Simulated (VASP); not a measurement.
# Cl in VASP: single point with PBE

Aim: the single point of Cl with PBE.

Everything below comes from runs of VASP 6.6.1. Logs are shortened: lines on timing, memory, paths and dates and some standing lists are left out, and cuts for length are marked.

## (1) The structure

The cell holds a molecule_in_box, 1 atom: a = 14.000 Å, b = 14.500 Å, c = 15.000 Å, α = 90.00°, β = 90.00°, γ = 90.00°.

## (2) Single point, PBE, collinear spin, ferromagnetic start

INCAR

```
  ALGO = Normal
  AMIX = 0.2
  AMIX_MAG = 0.8
  BMIX = 1E-4
  BMIX_MAG = 1E-4
  EDIFF = 1E-6
  ENCUT = 450
  GGA = PE
  ISIF = 2
  ISMEAR = 0
  ISPIN = 2
  ISYM = 0
  LASPH = True
  LCHARG = False
  LORBIT = 11
  LREAL = False
  LWAVE = False
  MAGMOM = 1
  NELM = 200
  PREC = Accurate
  SIGMA = 0.005
```

KPOINTS

```
k-points
0
Gamma
  1 1 1
```

POSCAR

```
Cl
1.0
   14.0000000000      0.0000000000      0.0000000000
    0.0000000000     14.5000000000      0.0000000000
    0.0000000000      0.0000000000     15.0000000000
Cl
1
Direct
    0.5000000000      0.5000000000      0.5000000000
```

Potentials or basis: VASP PAW PBE potentials, release 64 (Cl).

Command:

```sh
cat potpaw_PBE.64/Cl/POTCAR > POTCAR
mpirun -np 1 vasp_gam > vasp.out
```

OUTCAR:

```text
AMIX = 0.2
   AMIX_MAG = 0.8
   EDIFF = 1E-6
   ENCUT = 450
   GGA = PE
   ISIF = 2
   ISMEAR = 0
   ISPIN = 2
   ISYM = 0
   LASPH = True
   LORBIT = 11
   LREAL = False
   NELM = 200
   PREC = Accurate

 ion  position               nearest neighbor table
   1  0.500  0.500  0.500-

IMPORTANT INFORMATION: All symmetrisations will be switched off!
NOSYMM: (Re-)initialisation of all symmetry stuff for point group C_1.

----------------------------------------------------------------------------------------

                                     Primitive cell

  volume of cell :    3045.0000

  direct lattice vectors                    reciprocal lattice vectors
    14.000000000  0.000000000  0.000000000     0.071428571  0.000000000  0.000000000
     0.000000000 14.500000000  0.000000000     0.000000000  0.068965517  0.000000000
     0.000000000  0.000000000 15.000000000     0.000000000  0.000000000  0.066666667

  length of vectors
    14.000000000 14.500000000 15.000000000     0.071428571  0.068965517  0.066666667

  position of ions in fractional coordinates (direct lattice)
     0.500000000  0.500000000  0.500000000

  ion indices of the primitive-cell ions
   primitive index   ion index
                 1           1

----------------------------------------------------------------------------------------

 KPOINTS: k-points

Automatic generation of k-mesh.
 Grid dimensions read from file:
 generate k-points for:    1    1    1

 Generating k-lattice:

  Cartesian coordinates                     Fractional coordinates (reciprocal lattice)
     0.071428571  0.000000000  0.000000000     1.000000000  0.000000000  0.000000000
     0.000000000  0.068965517  0.000000000     0.000000000  1.000000000  0.000000000
     0.000000000  0.000000000  0.066666667     0.000000000  0.000000000  1.000000000

  Length of vectors
     0.071428571  0.068965517  0.066666667

  Shift w.r.t. Gamma in fractional coordinates (k-lattice)
     0.000000000  0.000000000  0.000000000

 Subroutine IBZKPT returns following result:
 ===========================================

 Found      1 irreducible k-points:

 Following reciprocal coordinates:
            Coordinates               Weight
  0.000000  0.000000  0.000000      1.000000
   k-points           NKPTS =      1   k-points in BZ     NKDIM =      1   number of bands    NBANDS=      8
   number of dos      NEDOS =    301   number of ions     NIONS =      1
   total plane-waves  NPLWV = ******
   dimension x,y,z NGX =    98 NGY =  100 NGZ =  108
   dimension x,y,z NGXF=   196 NGYF=  200 NGZF=  216
   ions per type =               1
   NGX,Y,Z   is equivalent  to a cutoff of  11.64, 11.47, 11.97 a.u.
   NGXF,Y,Z  is equivalent  to a cutoff of  23.27, 22.93, 23.94 a.u.
 SYSTEM =  unknown system
   PREC   = accura    normal or accurate (medium, high low for compatibility)
   ISTART =      0    job   : 0-new  1-cont  2-samecut
   ICHARG =      2    charge: 1-file 2-atom 10-const
   ISPIN  =      2    spin polarized calculation?
   LNONCOLLINEAR =      F non collinear calculations
   LSORBIT =      F    spin-orbit coupling
   LASPH  =      T    aspherical Exc in radial PAW
   ENCUT  =  450.0 eV  33.07 Ry    5.75 a.u.  24.22 25.08 25.95*2*pi/ulx,y,z
   NELM   =    200;   NELMIN=  2; NELMDL= -5     # of ELM steps
   EDIFF  = 0.1E-05   stopping-criterion for ELM
   LREAL  =      F    real-space projection
   EDIFFG = 0.1E-04   stopping-criterion for IOM
   NSW    =      0    number of steps for IOM
   IBRION =     -1    ionic relax: 0-MD 1-quasi-New 2-CG
   NFREE  =      0    steps in history (QN), initial steepest desc. (CG)
   ISIF   =      2    stress and relaxation
   ISYM   =      0    0-nonsym 1-usesym 2-fastsym
   POTIM  = 0.5000    time-step for ionic-motion
   TEBEG  =    0.0;   TEEND  =   0.0 temperature during run
   PSTRESS=    0.0 pullay stress
   NELECT =       7.0000    total number of electrons
   NUPDOWN=      -1.0000    fix difference up-down
   EMIN   =  10.00;   EMAX   =-10.00  energy-range for DOS
   EFERMI =   0.00;   METHOD = LEGACY
   ISMEAR =     0;   SIGMA  =   0.01  broadening in eV -4-tet -1-fermi 0-gaus
   EFERMI_NEDOS =   21; number of points for ismear=-14 and -15
   IALGO  =     38    algorithm
   IMIX   =      4    mixing-type and parameters
     AMIX     =   0.20;   BMIX     =  0.00
     AMIX_MAG =   0.80;   BMIX_MAG =  0.00
  volume/ion in A,a.u.               =    3045.00     20548.67
  Fermi-wavevector in a.u.,A,eV,Ry     =   0.216062  0.408298  0.635158  0.046683
  Thomas-Fermi vector in A             =   0.991158
   LORBIT       =     11    0 simple, 1 ext, 2 COOP (PROOUT), +10 PAW based schemes
   GGA     = PE    functional components
   LHFCALC =     F    Hartree Fock is set to
   AEXX    =    0.0000 exact exchange contribution
   IVDW    =     0    specifies the selected vdW correction
   LEPSILON=     F    determine dielectric tensor
   LRPA    =     F    only Hartree local field effects (RPA)
 spin polarized calculation
 Gauss-broadening in eV      SIGMA  =   0.01
  energy-cutoff  :      450.00
  volume of cell :     3045.00
 maximum number of plane-waves:     33027
 NGX is ok and might be reduce to    98
   NGX = 49   NGY = 51   NGZ = 51

 number of electron       7.0000000 magnetization       1.0000000

 Free energy of the ion-electron system (eV)
  ---------------------------------------------------
  ext. energy  EPLUGINS =         0.00000000
  ---------------------------------------------------
  free energy    TOTEN  =        -0.24253015 eV

  energy without entropy =       -0.23867701  energy(sigma->0) =       -0.24060358

 E-fermi :  -8.0512     XC(G=0):  -0.2168

 val. band max:       -8.0525240658   @ k =   0.0000   0.0000   0.0000
 cond. band min:      -0.3651249894   @ k =   0.0000   0.0000   0.0000
 fundamental gap:      7.6873990763
 Fermi energy:        -8.0511888066

 spin component 1

 k-point     1 :       0.0000    0.0000    0.0000
  band No.  band energies     occupation
      1     -21.0682      1.00000
      2      -8.9361      1.00000
      3      -8.9347      1.00000
      4      -8.9332      1.00000
      5      -0.3651      0.00000
      6       0.3262      0.00000
      7       0.5444      0.00000
      8       0.5805      0.00000
 Fermi energy:        -8.0511888066

 spin component 2

 k-point     1 :       0.0000    0.0000    0.0000
  band No.  band energies     occupation
      1     -20.1073      1.00000
      2      -8.0529      0.68459
      3      -8.0527      0.66825
      4      -8.0525      0.64716
      5      -0.2968      0.00000
      6       0.3571      0.00000
      7       0.5629      0.00000
      8       0.6009      0.00000

------------------------ aborting loop because EDIFF is reached ----------------------------------------

  FORCE on cell =-STRESS in cart. coord.  units (eV):
  Direction    XX          YY          ZZ          XY          YZ          ZX
  --------------------------------------------------------------------------------------
  -------------------------------------------------------------------------------------
  Total       -0.1161544      0.0356662      0.0245108      0.0110036     -0.0580239     -0.0143038
  in kB       -0.0611166      0.0187664      0.0128968      0.0057897     -0.0305303     -0.0075262
  external PRESSURE =      -0.0098178 kB  Pullay stress =       0.0000000 kB

 VOLUME and BASIS-vectors are now :
 -----------------------------------------------------------------------------
  energy-cutoff  :      450.00
  volume of cell :     3045.00
      direct lattice vectors                 reciprocal lattice vectors
    14.000000000  0.000000000  0.000000000     0.071428571  0.000000000  0.000000000
     0.000000000 14.500000000  0.000000000     0.000000000  0.068965517  0.000000000
     0.000000000  0.000000000 15.000000000     0.000000000  0.000000000  0.066666667

 POSITION                                       TOTAL-FORCE (eV/Angst)
 -----------------------------------------------------------------------------------
      7.00000      7.25000      7.50000        -0.000001      0.000019     -0.000006
 -----------------------------------------------------------------------------------
    total drift:                               -0.000001      0.000019     -0.000006

  FREE ENERGIE OF THE ION-ELECTRON SYSTEM (eV)
  ---------------------------------------------------
  free  energy   TOTEN  =        -0.2425301494 eV

  energy  without entropy=       -0.2386770124  energy(sigma->0) =       -0.24060358

 total charge

# of ion       s       p       d       tot
------------------------------------------
    1        1.624   3.282   0.000   4.906

 magnetization (x)

# of ion       s       p       d       tot
------------------------------------------
    1        0.013   0.692   0.000   0.705
```

stdout:

```text
POSCAR found type information on POSCAR Cl
 POSCAR found :  1 types and       1 ions
 scaLAPACK will be used
 LDA part: xc-table for (Slater+PW92), standard interpolation
 POSCAR, INCAR and KPOINTS ok, starting setup
 FFT: planning ... GRIDC
 FFT: planning ... GRID_SOFT
 FFT: planning ... GRID
 WAVECAR not read
 entering main loop
```

Wall time 2.4 min (1 thread of Intel Xeon 6975P-C (Granite Rapids), shared host); peak memory 2.2 GiB.

Results:

- Free energy: -0.2425 eV
- Gap between the frontier levels: 7.69 eV
- Net moment: 1.00 μB per cell
- Site moments: Cl +0.70 μB
- Valence electrons inside the program's atomic spheres: Cl 4.91
